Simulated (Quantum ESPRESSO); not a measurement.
# Au (Fm-3m) in Quantum ESPRESSO: a series of runs, part 2 of 2

Quantum ESPRESSO 7.5.

## 3. Phonons, RPBE

The input, pw.in:

```
&CONTROL
  calculation = 'scf'
  prefix = 'pwscf'
  outdir = './tmp'
  pseudo_dir = './pseudo'
  tprnfor = .true.
  tstress = .true.
  disk_io = 'low'
/
&SYSTEM
  ibrav = 0
  nat = 1
  ntyp = 1
  ecutwfc = 45
  ecutrho = 360
  nbnd = 11
  input_dft = 'rpbe'
  occupations = 'smearing'
  smearing = 'mv'
  degauss = 0.01469973
/
&ELECTRONS
  conv_thr = 2d-10
  electron_maxstep = 120
  mixing_beta = 0.5
/
ATOMIC_SPECIES
Au   196.9666 au_pbe_v1.uspp.F.UPF
CELL_PARAMETERS angstrom
   0.0000000000    2.0350000000    2.0350000000
   2.0350000000    0.0000000000    2.0350000000
   2.0350000000    2.0350000000    0.0000000000
ATOMIC_POSITIONS angstrom
Au     0.0000000000    0.0000000000    0.0000000000
K_POINTS automatic
11 11 11 0 0 0
```

The input, relax.in:

```
&CONTROL
  calculation = 'vc-relax'
  prefix = 'pwscf'
  outdir = './tmp'
  pseudo_dir = './pseudo'
  tprnfor = .true.
  tstress = .true.
  disk_io = 'low'
  nstep = 40
  forc_conv_thr = 0.0001
  etot_conv_thr = 1d-06
/
&SYSTEM
  ibrav = 0
  nat = 1
  ntyp = 1
  ecutwfc = 45
  ecutrho = 360
  nbnd = 11
  input_dft = 'rpbe'
  occupations = 'smearing'
  smearing = 'mv'
  degauss = 0.01469973
/
&ELECTRONS
  conv_thr = 2d-10
  electron_maxstep = 120
  mixing_beta = 0.5
/
&IONS
  ion_dynamics = 'bfgs'
/
&CELL
  cell_dynamics = 'bfgs'
  press = 0
  press_conv_thr = 0.2
/
ATOMIC_SPECIES
Au   196.9666 au_pbe_v1.uspp.F.UPF
CELL_PARAMETERS angstrom
   0.0000000000    2.0350000000    2.0350000000
   2.0350000000    0.0000000000    2.0350000000
   2.0350000000    2.0350000000    0.0000000000
ATOMIC_POSITIONS angstrom
Au     0.0000000000    0.0000000000    0.0000000000
K_POINTS automatic
11 11 11 0 0 0
```

The input, scf2.in:

```
&CONTROL
  calculation = 'scf'
  prefix = 'pwscf'
  outdir = './tmp'
  pseudo_dir = './pseudo'
  tprnfor = .true.
  tstress = .true.
  disk_io = 'low'
/
&SYSTEM
  ibrav = 0
  nat = 1
  ntyp = 1
  ecutwfc = 45
  ecutrho = 360
  nbnd = 11
  input_dft = 'rpbe'
  occupations = 'smearing'
  smearing = 'mv'
  degauss = 0.01469973
/
&ELECTRONS
  conv_thr = 1d-13
  electron_maxstep = 120
  mixing_beta = 0.5
  startingpot = 'file'
  startingwfc = 'file'
/
ATOMIC_SPECIES
Au   196.9666 au_pbe_v1.uspp.F.UPF
CELL_PARAMETERS angstrom
   0.0000000000    2.0961114344    2.0961114344
   2.0961114344    0.0000000000    2.0961114344
   2.0961114344    2.0961114344    0.0000000000
ATOMIC_POSITIONS angstrom
Au     0.0000000000    0.0000000000    0.0000000000
K_POINTS automatic
11 11 11 0 0 0
```

The input, ph.in:

```
phonons of Au
&INPUTPH
  prefix = 'pwscf'
  outdir = './tmp'
  tr2_ph = 1d-18
  fildyn = 'dyn'
  niter_ph = 90
  alpha_mix(1) = 0.4
/
0.5303300859 0.5303300859 -0.0000000000
```

Potentials or basis: GBRV 1.5 PBE.

Started as:

```bash
$ OMP_NUM_THREADS=1 pw.x -in pw.in > pw.out
$ OMP_NUM_THREADS=1 pw.x -in relax.in > relax.out
$ OMP_NUM_THREADS=1 pw.x -in scf2.in > scf2.out
$ OMP_NUM_THREADS=1 ph.x -in ph.in > ph.out
```

pw.out:

```text
This program is part of the open-source Quantum ESPRESSO suite
     for quantum simulation of materials; please cite
         "P. Giannozzi et al., J. Phys.:Condens. Matter 21 395502 (2009);
         "P. Giannozzi et al., J. Phys.:Condens. Matter 29 465901 (2017);
         "P. Giannozzi et al., J. Chem. Phys. 152 154105 (2020);
     in publications or presentations arising from this work. More details at

     IMPORTANT: XC functional enforced from input :
     Exchange-correlation= RPBE
                           (   1   4  44   4   0   0   0)
     Any further DFT definition will be discarded
     Please, verify this is what you really want

     Message from routine setup:
     using ibrav=0 with symmetry is DISCOURAGED, use correct ibrav instead

     G-vector sticks info
     --------------------
     sticks:   dense  smooth     PW     G-vecs:    dense   smooth      PW
     Sum         745     367    121                13323     4645     893

     Using Slab Decomposition

     bravais-lattice index     =            0
     lattice parameter (alat)  =       5.4385  a.u.
     unit-cell volume          =     113.7417 (a.u.)^3
[... 180 lines left out ...]
     End of self-consistent calculation

          k = 0.0000 0.0000 0.0000 (   561 PWs)   bands (ev):

     6.0270  11.2092  11.2092  11.2092  12.7389  12.7389  30.5777  34.6756
    34.6756  34.6756  36.3726
[... 273 lines left out ...]
     9.9070  10.4453  11.0300  12.6317  14.1897  20.2717  21.9474  22.9378
    26.1059  36.3186  36.3576

     the Fermi energy is    16.0015 ev

!    total energy              =    -115.04640679 Ry
     estimated scf accuracy    <          8.8E-11 Ry
     smearing contrib. (-TS)   =       0.00002290 Ry
     internal energy E=F+TS    =    -115.04642969 Ry

     The total energy is F=E-TS. E is the sum of the following terms:
     one-electron contribution =      11.06152941 Ry
     hartree contribution      =       8.38615366 Ry
     xc contribution           =     -62.36370796 Ry
     ewald contribution        =     -72.13040479 Ry

     convergence has been achieved in   8 iterations

     Forces acting on atoms (cartesian axes, Ry/au):

     atom    1 type  1   force =     0.00000000    0.00000000    0.00000000

     Total force =     0.000000     Total SCF correction =     0.000000

     Computing stress (Cartesian axis) and pressure

          total   stress  (Ry/bohr**3)                   (kbar)     P=      142.77
   0.00097051  -0.00000000  -0.00000000          142.77       -0.00       -0.00
  -0.00000000   0.00097051   0.00000000           -0.00      142.77        0.00
   0.00000000   0.00000000   0.00097051            0.00        0.00      142.77

=------------------------------------------------------------------------------=
   JOB DONE.
=------------------------------------------------------------------------------=
```

relax.out:

```text
This program is part of the open-source Quantum ESPRESSO suite
     for quantum simulation of materials; please cite
         "P. Giannozzi et al., J. Phys.:Condens. Matter 21 395502 (2009);
         "P. Giannozzi et al., J. Phys.:Condens. Matter 29 465901 (2017);
         "P. Giannozzi et al., J. Chem. Phys. 152 154105 (2020);
[... 2574 lines left out ...]
   0.00000000  -0.00000121  -0.00000000            0.00       -0.18       -0.00
   0.00000000  -0.00000000  -0.00000121            0.00       -0.00       -0.18

=------------------------------------------------------------------------------=
   JOB DONE.
=------------------------------------------------------------------------------=
```

scf2.out:

```text
This program is part of the open-source Quantum ESPRESSO suite
     for quantum simulation of materials; please cite
         "P. Giannozzi et al., J. Phys.:Condens. Matter 21 395502 (2009);
         "P. Giannozzi et al., J. Phys.:Condens. Matter 29 465901 (2017);
         "P. Giannozzi et al., J. Chem. Phys. 152 154105 (2020);
[... 465 lines left out ...]
   0.00000000  -0.00000124  -0.00000000            0.00       -0.18       -0.00
   0.00000000  -0.00000000  -0.00000124            0.00       -0.00       -0.18

=------------------------------------------------------------------------------=
   JOB DONE.
=------------------------------------------------------------------------------=
```

Wall time 7.4 min (1 thread of Arm Neoverse V1, shared host); peak memory 0.13 GiB.

Results:

- Free energy: -1565.3497 eV
- Relaxed volume: 18.42 Å³/atom
- Relaxed cell: a = 2.964 Å, b = 2.964 Å, c = 2.964 Å, α = 60.00°, β = 60.00°, γ = 60.00°
- Space group after relaxing (to 0.05 Å): Fm-3m (No. 225)
- Pressure after relaxing: 0.0 GPa
- Band gap on the k mesh: none (metal or under the smearing width)
- Highest phonon frequency at the q point run: 112 cm⁻¹

Step by step:
```tsv
step	energy change (eV)	largest force (eV/Å)	pressure (GPa)	volume (Å³)
1	0.0000	0.0000	14.28	16.85
2	-0.0609	0.0000	2.20	18.11
3	-0.0629	0.0000	0.40	18.36
4	-0.0629	0.0000	0.02	18.42
5	-0.0629	0.0000	0.00	18.42
```

Final structure:
```
CELL_PARAMETERS angstrom
0.00000 2.09611 2.09611
2.09611 0.00000 2.09611
2.09611 2.09611 0.00000
ATOMIC_POSITIONS crystal
Au 0.00000 0.00000 0.00000
```

Phonon frequencies in cm⁻¹ (negative: imaginary):
```csv
q point,frequencies
"(0.375, 0.375, 0.750)",65 91 112
```

Phonon modes at q = (0.375, 0.375, 0.750) in reciprocal lattice units:
```csv
mode,symmetry,cm⁻¹
1,B_1,65
2,A_1,91
3,B_2,112
```

Caveat: the potentials were made for another functional, which shifts forces and pressure; the q point doesn't lie on the k mesh, which can shift a metal's frequencies strongly unless the mesh is converged.
